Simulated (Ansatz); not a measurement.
Structure: SiO2 (started from an entry of an open crystallographic database), at its r2SCAN+rVV10 minimum. Space group I4/mcm (No. 140), tetragonal; conventional cell a = 5.615 Å, c = 4.690 Å, 12.32 Å³ an atom. Si is surrounded by 4 O at 1.66 Å and 2 Si at 2.35 Å; O is surrounded by 2 Si at 1.66 Å.

3 runs of Ansatz on this cell differ in the functional (and in the settings that go with it). Levels are in eV from each run's valence top; v1 is the last filled band, c1 the first empty one.

Run A, mean stress +0.6 GPa (compression positive):

| point | v2 | v1 | c1 | c2 |
| --- | --- | --- | --- | --- |
| Γ | -0.56 | -0.56 | 6.83 | 11.63 |
| X | -1.18 | 0.00 | 9.96 | 10.62 |
| Λ₀ | -1.15 | -0.07 | 10.00 | 10.67 |
| W | -0.90 | -0.90 | 10.38 | 10.38 |
| R | -1.12 | -1.12 | 10.50 | 10.50 |

Run B, mean stress -5.6 GPa (compression positive):

| point | v2 | v1 | c1 | c2 |
| --- | --- | --- | --- | --- |
| Γ | -0.71 | -0.71 | 15.79 | 21.35 |
| X | -1.45 | 0.00 | 19.76 | 19.89 |
| Λ₀ | -1.41 | -0.08 | 19.80 | 19.89 |
| W | -1.12 | -1.12 | 19.35 | 19.35 |
| R | -1.29 | -1.29 | 19.58 | 19.58 |

Run C, mean stress +0.5 GPa (compression positive):

| point | v2 | v1 | c1 | c2 |
| --- | --- | --- | --- | --- |
| Γ | -0.56 | -0.56 | 7.59 | 12.43 |
| X | -1.18 | 0.00 | 10.75 | 11.40 |
| Λ₀ | -1.15 | -0.07 | 10.78 | 11.44 |
| W | -0.91 | -0.91 | 11.16 | 11.16 |
| R | -1.13 | -1.13 | 11.28 | 11.28 |

Task: Match the runs to HSE06, PBE0, Hartree-Fock.

Result: A is HSE06, B is Hartree-Fock, C is PBE0. In order of the gap: HSE06 6.83, PBE0 7.59, Hartree-Fock 15.79 eV.

No spin polarisation and no zero-point or thermal motion.

The program warns that its thresholds are loose for a hybrid's stress.

The meshes of the hybrids are coarse, so their gaps aren't converged to the digits shown.
